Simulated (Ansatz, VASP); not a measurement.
**Rh: VASP beside Ansatz**

```
Rh
1.0
     2.58424    0.00000    0.00000
     0.00000    2.58424    0.00000
     0.00000    0.00000    2.58424
Rh
1
Cartesian
  0.0000 0.0000 0.0000
```

Alike in both runs: functional BLYP; k mesh 13 × 13 × 13; occupations fermi-dirac, width 0.1 eV; no spin polarisation.

Ansatz relaxed the structure, and its values are those at the end. VASP's run is a single point on that final structure, the one shown.

|  | VASP | Ansatz |
| --- | --- | --- |
| version | VASP 6.6.1 | Ansatz 0.2.0 |
| potentials or method | VASP PAW PBE potentials, release 64 (Rh_pv) | plane waves (420 eV) with PAW, scalar-relativistic |
| plane-wave cutoff (eV) | 520 | 420 |
| valence electrons in the cell | 15 | 17 |

VASP gave:

```
pressure (GPa) : 0.3
```

Question: What did Ansatz give for the same quantities?

Answer: Pressure (GPa): 0.0.

The two sets of potentials don't hold the same shells in valence.

Caveats: the PAW data sets were made with another functional, which shifts forces and pressure a little (VASP).
